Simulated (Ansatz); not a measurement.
**Structures of ZnAu: which is lowest?**

Plane-wave DFT in Ansatz with scalar-relativistic PAW potentials, cutoff 420 eV, Γ-centred meshes chosen by cell and gap, Gaussian smearing with energies taken to zero width. Every cell was relaxed (cell and atoms) in a run of its own, within the symmetry of its start. Functional: PBEsol.

Relaxed structures (starts from databases or built by putting these elements on another compound's sites):
A. Pm-3m, 2 atoms in the computed cell, a = 3.128 Å; sites (symmetry × multiplicity) Zn m-3m × 1, Au m-3m × 1; start: database
B. Pmma, 4 atoms in the computed cell, a = 4.449 Å, b = 3.092 Å, c = 4.450 Å; sites (symmetry × multiplicity) Zn mm2 × 2, Au mm2 × 2; start: built

Problem. Rank them by energy. Could pressure change the order?

Solution.
```tsv
structure	group	E − E(lowest) (meV/atom)	V (Å³/atom)	gap on mesh (eV)
B	Pmma	0.0	15.31	0.00
A	Pm-3m	3.0	15.31	0.00
```

B and A are level within the 5 meV/atom that separate runs leave open. The two lowest differ in volume by under 3 %, too little for a first-order estimate of what pressure does to that pair (other pairs aren't weighed here). Other structures may lie lower than all of these, and vibrations aren't counted.

Spin-orbit coupling is left out, which matters for the bands of heavy elements.